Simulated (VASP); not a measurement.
Here is a VASP 6.6.1 calculation.

Contents of INCAR:

```
  PREC = Accurate
  ENCUT = 600
  EDIFF = 1E-8
  ISMEAR = 0
  SIGMA = 0.03
  LREAL = False
  LASPH = True
  NELM = 80
  ALGO = Normal
  ISIF = 2
  LWAVE = False
  LCHARG = False
  GGA = CA
  LEPSILON = True
  KPAR = 2
```

File KPOINTS:

```
Automatic mesh
0
Gamma
  15 15 9
```

Contents of POSCAR:

```
PtS2                                    
1.0
    3.5615389717      0.0000000000     -0.0000000000
   -1.7807694858      3.0843832261      0.0000000000
   -0.0000000000      0.0000000000      4.5417034920
  Pt              S             
     1     2
Direct
     0.0000000000000000    0.0000000000000000    0.0000000000000000
     0.3333333332999970    0.6666666667000030    0.2615505309302856
     0.6666666667000030    0.3333333332999970    0.7384494690697144
```

Potentials or basis: VASP PAW LDA potentials, release 64 (Pt, S).

Run with:

```console
$ cat potpaw_LDA.64/Pt/POTCAR potpaw_LDA.64/S/POTCAR > POTCAR
$ mpirun -np 2 vasp_std > vasp.out
```

Problem. Estimate the electronic dielectric tensor (diagonal).

Solution. 37.15, 37.15, 22.94.

Problem. What does it give for the Born charges (mean of the diagonal)?

Solution. Pt +2.09; S -1.04 e.

Problem. Estimate the band gap on the k mesh.

Solution. None (metal or under the smearing width).

Electronic dielectric tensor:
```
37.15  0.00  0.00
 0.00 37.15  0.00
 0.00  0.00 22.94
```

The run has no spin-orbit coupling, so splittings on Pt are missing.
